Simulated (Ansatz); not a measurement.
# Property card for TiB2

These are results of Ansatz, DFT PBEsol, scalar-relativistic, plane waves, PAW, not measurements.

Cutoff 420 eV; k points 18×18×14 on the computed 3-atom cell (Γ-centred); Gaussian smearing, width 0.10 eV; no spin polarisation.

The structure is relaxed at this level of theory with its symmetry kept. Whether it is the stable form of this composition wasn't checked.

Space group P6/mmm (No. 191). a = 3.017 Å, b = 3.017 Å, c = 3.186 Å, α = 90.00°, β = 90.00°, γ = 120.00°
```tsv
atom	site	symmetry	x	y	z
Ti	1a	6/mmm	0.0000	0.0000	0.0000
B	2d	-6m2	0.3333	0.6667	0.5000
```

Task: Formation energy from the elements' standard states (uncorrected)?

Result: -1.130 eV/atom.

Task: Density of states at the Fermi level?

Result: 0.40 states/eV per cell.

Task: Löwdin character within 0.5 eV of the Fermi level?

Result: Ti 3d 82 %, B 2p 16 %.

Task: Bulk modulus?

Result: 263 GPa.

Task: Its pressure derivative?

Result: 3.9.

Task: Bader charges (e)?

Result: Ti (1 in the cell) 1.41, B (2 in the cell) -0.70.